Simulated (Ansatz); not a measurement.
## Sb in Ansatz: the effect of functional

Sb:

```
CELL_PARAMETERS angstrom
-1.88373 1.88373 1.88373
1.88373 -1.88373 1.88373
1.88373 1.88373 -1.88373
ATOMIC_POSITIONS crystal
Sb 0.00000 0.00000 0.00000
```

This isn't the form of Sb at room conditions, which is rhombohedral.

The cell isn't the ideal one: volume scaled by 1.02.

Alike in all runs:

- Program: Ansatz 0.2.0
- Task: single point
- Potentials or basis: Ansatz PAW
- k mesh: 10 × 10 × 10
- Occupations: fermi-dirac, width 0.05 eV
- Spin: no spin polarisation

Question: One run gave: pressure -2.5 GPa. Which functional did it use?
A. PBEsol
B. LDA
C. r2SCAN

Answer: B.

| functional | cutoff | pressure (GPa) |
| --- | --- | --- |
| LDA | 420 eV (not typed: the program's choice for these potentials) | -2.5 |
| PBEsol | 420 eV (not typed: the program's choice for these potentials) | -1.3 |
| r2SCAN | 500 eV (not typed: the program's choice for these potentials) | 1.1 |

Caveats: the PAW data sets come from PBE, with cores solved anew for the run's functional, which leaves a small shift of forces and pressure.

Runs at the PBE level aren't shown here.
